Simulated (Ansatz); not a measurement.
**CdF2 (Fm-3m): from strained cells to moduli**

```xyz
3
Lattice="0.0000 2.6921 2.6921 2.6921 0.0000 2.6921 2.6921 2.6921 0.0000" Properties=species:S:1:pos:R:3 pbc="T T T"
Cd    0.0000    0.0000    0.0000
F     1.3461    1.3461    1.3461
F     4.0382    4.0382    4.0382
```

Level of theory, where no other is named: PBEsol, all-electron LAPW in Ansatz 0.2.0, scalar-relativistic. k mesh 8×8×8, strains of ±0.005, fixed occupations, basis error target 1 meV/atom. The cell was relaxed by PAW under this functional.

The cell is cubic and carries a residual pressure of -0.01 GPa at this level. Each strain component that symmetry leaves independent is applied at ±0.005, the ions relax wherever a strain frees them, and the stress (tension positive, GPa) is read. Shears are engineering strains, γ = 2ε.

```json
{"strain": "xx", "size": "-0.005", "σxx": "-0.9095", "σyy": "-0.3485", "σzz": "-0.3485", "σyz": "0.0000", "σxz": "0.0000", "σxy": "0.0000"}
{"strain": "xx", "size": "+0.005", "σxx": "0.9181", "σyy": "0.3648", "σzz": "0.3648", "σyz": "0.0000", "σxz": "0.0000", "σxy": "0.0000"}
{"strain": "yz", "size": "-0.005", "σxx": "0.0127", "σyy": "0.0126", "σzz": "0.0126", "σyz": "-0.1029", "σxz": "0.0000", "σxy": "0.0000"}
{"strain": "yz", "size": "+0.005", "σxx": "0.0127", "σyy": "0.0126", "σzz": "0.0126", "σyz": "0.1029", "σxz": "0.0000", "σxy": "0.0000"}
```

A central difference gives one constant, for example C11 ≈ (0.9181 − (-0.9095))/(0.01) = 182.8 GPa; the program then imposes the crystal's symmetry on the whole matrix.

(1) What are the independent elastic constants?

(2) Do they meet the Born conditions?

(3) What moduli does a random aggregate of grains have?

(4) With the density of 6.400 g/cm³, how fast does sound travel, and what Debye temperature follows?

(5) How far do the constants move if PAW replaces LAPW in the same cell?

(6) How do the constants change if the ions are clamped to the homogeneous strain?

Results:

(1) C11 = 182.8, C12 = 71.3, C44 = 20.6 GPa.

(2) C11 − C12 = 111.4, C11 + 2C12 = 325.4 and C44 = 20.6 GPa must all be positive, so the crystal is elastically stable; that says nothing yet of its phonons.

(3) B = (C11 + 2C12)/3 = 108.5 GPa. G_V = (C11 − C12 + 3C44)/5 = 34.6 and G_R = 5(C11 − C12)C44/(4C44 + 3(C11 − C12)) = 27.5, so G_H = 31.1 GPa. Then E = 9BG/(3B + G) = 85.1 GPa, ν = (3B − 2G)/(6B + 2G) = 0.369 and B/G = 3.49, on the ductile side of Pugh's 1.75 (a rule of thumb, made for metals; it doesn't predict ductility here).

(4) 

```
direction  slow (m/s)  middle (m/s)  fast (m/s)
    [100]        1793          1793        5344
    [110]        1793          2950        4803
    [111]        2622          2622        4608
```

The mean of v⁻³ over directions and branches gives v_m = 2432 m/s and θ_D = (ħ/k_B) v_m (6π²n)^(1/3) = 308 K, n being atoms per volume. Young's modulus spans 58 to 143 GPa over directions, and the universal anisotropy index is 1.29.

(5) 

```tsv
constant	LAPW (GPa)	PAW (GPa)	difference
C11	182.8	182.3	-0.5
C12	71.3	71.1	-0.2
C44	20.6	20.3	-0.3
```

(6) Clamped values, with the change against relaxed ions: C11 = 182.8 (+0.0), C12 = 71.3 (+0.0), C44 = 24.6 (+4.1) GPa.

Caveats: the frozen-core PAW files of the compared runs were fitted under PBE, their cores solved anew for this functional.
